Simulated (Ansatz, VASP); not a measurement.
# GaS in VASP and in Ansatz

INCAR

```
SYSTEM = GaS
PREC     = Accurate       ! precision mode
ENCUT    = 520            ! plane-wave cutoff, eV
EDIFF    = 1E-7           ! SCF threshold, eV
ISMEAR   = 0              ! smearing method
SIGMA    = 0.1            ! smearing width, eV
LREAL    = .False.        ! projectors in reciprocal space
LASPH    = .True.         ! aspherical terms in the spheres
NELM     = 100            ! most SCF steps
ALGO     = Fast           ! electronic algorithm
ISIF     = 2              ! what is computed and relaxed
LWAVE    = .False.        ! write WAVECAR
LCHARG   = .False.        ! write CHGCAR
GGA      = PE             ! functional
IVDW     = 12             ! dispersion correction
NBANDS   = 48             ! bands
```

KPOINTS

```
regular mesh
0
Gamma
  6 6 2
  0 0 0
```

Contents of POSCAR:

```
GaS
1.0
    3.5849995356      0.0000000000      0.0000000000
   -1.7924997678      3.1047006704      0.0000000000
    0.0000000000      0.0000000000     15.5000000000
Ga S
4 4
Direct
    0.3333333333      0.6666666667      0.1700000000
    0.6666666667      0.3333333333      0.6700000000
    0.3333333333      0.6666666667      0.3300000000
    0.6666666667      0.3333333333      0.8300000000
    0.3333333333      0.6666666667      0.6000000000
    0.6666666667      0.3333333333      0.1000000000
    0.3333333333      0.6666666667      0.9000000000
    0.6666666667      0.3333333333      0.4000000000
```

Input for Ansatz:

```yaml
crystal:
  lattice:
    - [3.5849995356, 0.0, 0.0]
    - [-1.7924997678, 3.1047006704, 0.0]
    - [0.0, 0.0, 15.5]
  atoms:
    - { symbol: Ga, position: [0.3333333333, 0.6666666667, 0.17] }
    - { symbol: Ga, position: [0.6666666667, 0.3333333333, 0.67] }
    - { symbol: Ga, position: [0.3333333333, 0.6666666667, 0.33] }
    - { symbol: Ga, position: [0.6666666667, 0.3333333333, 0.83] }
    - { symbol: S, position: [0.3333333333, 0.6666666667, 0.6] }
    - { symbol: S, position: [0.6666666667, 0.3333333333, 0.1] }
    - { symbol: S, position: [0.3333333333, 0.6666666667, 0.9] }
    - { symbol: S, position: [0.6666666667, 0.3333333333, 0.4] }
basis:
  ecutwfc: 420
kpoints:
  mp_grid: { grid: [6, 6, 2] }
hamiltonian:
  xc: pbe
  dispersion: d3bj
scf:
  occupations: { method: gaussian, width: 0.1 }
output:
  forces: true
  stress: true
  eigenvalues: true
```

Alike in both runs: task single point; functional PBE; dispersion D3(BJ); k mesh 6 × 6 × 2; occupations gaussian, width 0.1 eV; no spin polarisation.

|  | VASP | Ansatz |
| --- | --- | --- |
| version | VASP 6.6.1 | Ansatz 0.2.0 |
| potentials or method | VASP PAW PBE potentials, release 64 (Ga_d, S) | scalar-relativistic, plane waves, PAW |
| plane-wave cutoff (eV) | 520 | 420 |
| valence electrons in the cell | 76 | 76 |

|  | VASP | Ansatz | Ansatz less VASP |
| --- | --- | --- | --- |
| gap on the k mesh at the Fermi level (eV) | 1.59 | 1.58 | -0.015 |
| least direct gap on the mesh (eV) | 1.66 | 1.64 | -0.015 |
| pressure (GPa) | 0.0 | 0.0 | +0.03 |
| largest component of the traceless stress (GPa) | 0.76 | 0.81 | +0.050 |
| rms of the force components (eV/Å) | 0.105 | 0.102 | -0.0027 |

Atom by atom the forces differ by 0.004 eV/Å (rms over components).

A k mesh can miss the band edges.
